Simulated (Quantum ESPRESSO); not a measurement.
# PbS (Galena) under changes of volume

One of the cells (26.086 Å³/atom); the others are scaled copies at fixed shape and fractional positions:

```
CELL_PARAMETERS angstrom
0.00000 2.96575 2.96575
2.96575 0.00000 2.96575
2.96575 2.96575 0.00000
ATOMIC_POSITIONS crystal
Pb 0.00000 0.00000 0.00000
S 0.50000 0.50000 0.50000
```

```yaml
Program: Quantum ESPRESSO 7.5
Functional: PBE
Dispersion: D3(BJ)
Potentials_or_basis: PseudoDojo 0.4.1 SR PBE standard
Cutoff: 762 eV
Density_cutoff: 3048 eV
k_mesh: 8 × 8 × 8
Occupations: fermi-dirac, width 0.05 eV
Spin: no spin polarisation
```

```tsv
volume (Å³/atom)	energy over the lowest point (meV/atom)	pressure (GPa)	gap on the mesh (eV)
24.521	22.03	4.4	0.12
25.042	?	?	?
25.564	2.96	1.5	0.29
26.086	0.00	0.3	0.37
26.607	0.87	-0.8	0.44
27.129	5.15	-1.8	0.50
27.651	12.48	-2.7	0.56
```

Problem. What does the run at 25.042 Å³/atom give?

Solution. Energy over the lowest point 10.15 meV/atom; pressure 2.9 GPa; gap on the mesh 0.21 eV.

Worked out: A Birch-Murnaghan fit of order 3 (a polynomial in V^(-2/3)) to the other rows has its minimum at 26.22 Å³/atom with B0 = V·E''(V) = 57 GPa and B' = 4.4. It gives 10.14 meV/atom at 25.042 Å³/atom, against the run's 10.15, and -dE/dV = 2.9 GPa, against 2.9. A parabola through the other rows of the gap, of slope 4.15 eV per unit of ln V (its deformation potential) there, gives 0.21 eV, against the run's 0.21.

Energies are extrapolated to zero smearing.

Caveats: spin-orbit coupling is left out, which as a rule narrows the gap of such compounds by several tenths of an eV.

A mesh can miss the band edges.
